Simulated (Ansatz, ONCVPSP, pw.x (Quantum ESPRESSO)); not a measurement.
**pw.x on bcc Mg: one setting changed**

Potential: optimised norm-conserving Vanderbilt (ONCV), ONCVPSP 4.0.1, PBE; core [Ne], reference 3s1 3p1; waves: 3s: rc 2.40 bohr, ncon 4, nbas 8, qcut 3.3 1/bohr, 2 projectors, debl 1 Ha; 3p: rc 2.20 bohr, ncon 5, nbas 9, qcut 3.8 1/bohr, 2 projectors, debl 1.3 Ha; d scattering state at 0.03 Ha: rc 1.85 bohr, ncon 5, nbas 9, qcut 5.1 1/bohr, 2 projectors, debl 3.5 Ha; local part: polynomial inside 1.30 bohr (lpopt 5, dvloc0 0 Ha); core correction: Teter function fitted to the true core (icmod 2), fcfact 0.4.

The reference run (k-mesh 13³, cutoffs 50/200 Ry, Fermi–Dirac 0.01 Ry, mixing_beta 0.4, conv_thr 1e-9, no spin) gives -0.21 GPa at 22.870 Å³/atom, where all-electron LAPW gives 0.19 GPa. This run, with its own iteration cap, changes smearing to mp.

```
&control
  calculation='scf', prefix='x', pseudo_dir='./', outdir='./tmp', tstress=.true., disk_io='none'
/
&system
  ibrav=0, nat=1, ntyp=1, ecutwfc=50, ecutrho=200, nbnd=8,
  occupations='smearing', smearing='mp', degauss=0.01
/
&electrons
  conv_thr=1e-09, mixing_beta=0.4, electron_maxstep=50
/
ATOMIC_SPECIES
Mg 1.0 Mg.UPF
CELL_PARAMETERS angstrom
  -1.78814222 1.78814222 1.78814222
  1.78814222 -1.78814222 1.78814222
  1.78814222 1.78814222 -1.78814222
ATOMIC_POSITIONS crystal
Mg 0.0000 0.0000 0.0000
K_POINTS automatic
13 13 13 0 0 0
```

```bash
pw.x < Mg.scf.in > Mg.scf.out
```

How does the run end?

It converges in 5 iterations; the free energy moves by +16.6 meV/atom and the pressure by +0.02 GPa. This scheme is built to cancel the term in the square of the width that Fermi–Dirac smearing leaves in the F of a metal.

```
Message from routine setup:
     using ibrav=0 with symmetry is DISCOURAGED, use correct ibrav instead
     lattice parameter (alat)  =       5.8528  a.u.
     unit-cell volume          =     154.3344 (a.u.)^3
     number of electrons       =         2.00
     number of Kohn-Sham states=            8
     kinetic-energy cutoff     =      50.0000  Ry
     charge density cutoff     =     200.0000  Ry
     scf convergence threshold =      1.0E-09
     Exchange-correlation= PBE
     number of k points=    84  Methfessel-Paxton smearing, width (Ry)=  0.0100
     iteration #  1     ecut=    50.00 Ry     beta= 0.40
     total energy              =      -2.45622774 Ry
     estimated scf accuracy    <       0.00162019 Ry
     iteration #  2     ecut=    50.00 Ry     beta= 0.40
     total energy              =      -2.45602783 Ry
     estimated scf accuracy    <       0.00055288 Ry
     iteration #  3     ecut=    50.00 Ry     beta= 0.40
     total energy              =      -2.45603595 Ry
     estimated scf accuracy    <       0.00000011 Ry
     iteration #  4     ecut=    50.00 Ry     beta= 0.40
     total energy              =      -2.45603637 Ry
     estimated scf accuracy    <          4.8E-09 Ry
     iteration #  5     ecut=    50.00 Ry     beta= 0.40
     the Fermi energy is     3.6537 ev
!    total energy              =      -2.45603637 Ry
     estimated scf accuracy    <          1.6E-10 Ry
     smearing contrib. (-TS)   =      -0.00001223 Ry
     The total energy is F=E-TS. E is the sum of the following terms:
     one-electron contribution =       1.28676136 Ry
     hartree contribution      =       0.00345446 Ry
     xc contribution           =      -1.59227324 Ry
     ewald contribution        =      -2.15396673 Ry
     convergence has been achieved in   5 iterations
          total   stress  (Ry/bohr**3)                   (kbar)     P=       -1.87
     Message from routine punch:
     Nothing written, as per user request (disk_io='none')
```

The run took about 12 s on one core of a shared host (Intel(R) Xeon(R) Processor @ 2.60GHz, 24 threads, 31 GiB, load 12).
